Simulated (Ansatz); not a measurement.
## TiO2: relaxation of cell and atoms with BLYP+D3(BJ)

TiO2:

```
CELL_PARAMETERS angstrom
4.81270 0.00000 0.00000
0.00000 4.87188 0.00000
-0.86289 0.00000 4.96659
ATOMIC_POSITIONS crystal
Ti 0.27744 0.05281 0.21315
Ti 0.72256 0.55281 0.28685
Ti 0.72256 0.94719 0.78685
Ti 0.27744 0.44719 0.71315
O 0.06384 0.17697 0.85156
O 0.93616 0.67697 0.64844
O 0.93616 0.82303 0.14844
O 0.06384 0.32303 0.35156
O 0.44536 0.75763 0.46677
O 0.55464 0.25763 0.03323
O 0.55464 0.24237 0.53323
O 0.44536 0.74237 0.96677
```

The cell comes from a database or a generator and needn't be the stable form of this composition.

```json
{
 "Program": "Ansatz 0.2.0",
 "Task": "relaxation of cell and atoms",
 "Functional": "BLYP",
 "Dispersion": "D3(BJ)",
 "Potentials or basis": "Ansatz PAW",
 "Cutoff": "420 eV (not typed: the program's choice for these potentials)",
 "k mesh": "6 × 6 × 6",
 "Occupations": "fermi-dirac, width 0.05 eV",
 "Spin": "no spin polarisation"
}
```

```json
{
 "Relaxed volume": "9.73 Å³/atom",
 "Relaxed cell": "a = 4.808 Å, b = 4.874 Å, c = 5.051 Å, α = 90.00°, β = 99.61°, γ = 90.00°",
 "Space group after relaxing (to 0.05 Å)": "P2_1/c (No. 14)",
 "Energy gained by relaxing": "0.6 meV/atom",
 "Ionic steps": "8",
 "Pressure after relaxing": "0.0 GPa",
 "Band gap on the k mesh": "2.30 eV, indirect (least direct gap 2.39 eV)"
}
```

The path:
| step | energy change (eV) | largest force (eV/Å) | volume (Å³) |
| --- | --- | --- | --- |
| 1 | 0.0000 | 0.1374 | 116.45 |
| 2 | -0.0023 | 0.1005 | 116.62 |
| 3 | -0.0037 | 0.0535 | 116.74 |
| 4 | -0.0050 | 0.0206 | 116.67 |
| 5 | -0.0049 | 0.0026 | 116.70 |
| 6 | -0.0067 | 0.0027 | 116.70 |
| 7 | -0.0066 | 0.0020 | 116.71 |
| 8 | -0.0067 | 0.0019 | 116.71 |

Final structure:
```
Ti O
1.0
     4.80786    0.00000    0.00897
     0.00000    4.87424    0.00000
    -0.85276    0.00000    4.97875
Ti O
4 8
Direct
  0.27739 0.05329 0.21457
  0.72261 0.55329 0.28543
  0.72261 0.94671 0.78543
  0.27739 0.44671 0.71457
  0.06374 0.17735 0.84992
  0.93626 0.67735 0.65008
  0.93626 0.82265 0.15008
  0.06374 0.32265 0.34992
  0.44378 0.75786 0.46595
  0.55622 0.25786 0.03405
  0.55622 0.24214 0.53405
  0.44378 0.74214 0.96595
```

Levels at points of the mesh, in eV from the valence-band top:
| k point | band 44 | band 45 | band 46 | band 47 | band 48 | band 49 | band 50 | band 51 | band 52 | band 53 |
| --- | --- | --- | --- | --- | --- | --- | --- | --- | --- | --- |
| (0.00, 0.00, 0.00) | -1.07 | -0.64 | -0.60 | -0.04 | 0.00 | 2.43 | 2.53 | 2.89 | 2.99 | 3.15 |
| (0.00, 0.00, -0.50) | -1.30 | -1.05 | -1.05 | -0.39 | -0.39 | 2.62 | 2.62 | 2.84 | 2.84 | 3.38 |
| (0.00, -0.50, 0.00) | -1.29 | -0.94 | -0.94 | -0.38 | -0.38 | 2.82 | 2.82 | 3.15 | 3.15 | 3.24 |
| (0.00, -0.50, -0.50) | -1.16 | -1.11 | -1.11 | -0.84 | -0.84 | 2.67 | 2.67 | 2.79 | 2.79 | 3.36 |
| (-0.50, 0.00, 0.00) | -0.87 | -0.84 | -0.76 | -0.50 | -0.09 | 2.30 | 2.83 | 2.86 | 2.98 | 3.41 |
| (-0.50, 0.00, -0.50) | -1.34 | -1.08 | -1.08 | -0.62 | -0.62 | 2.36 | 2.36 | 3.23 | 3.23 | 3.34 |
| (-0.50, -0.50, 0.00) | -1.64 | -0.97 | -0.97 | -0.75 | -0.75 | 2.68 | 2.68 | 2.95 | 2.95 | 3.20 |
| (-0.50, -0.50, -0.50) | -1.42 | -1.17 | -1.17 | -0.92 | -0.92 | 2.57 | 2.57 | 2.88 | 2.88 | 3.27 |

It took 70 s on 4 threads of Arm Neoverse V2 (shared host), peak memory 0.77 GiB.

Caveat: the plane-wave basis is chosen anew once the cell has moved, so the energies of steps on either side of that aren't comparable; the pressure holds a Pulay correction of +1.0 GPa for the finite cutoff; the PAW data sets come from PBE, with cores solved anew for the run's functional, which leaves a small shift of forces and pressure. A k mesh can miss the band edges.
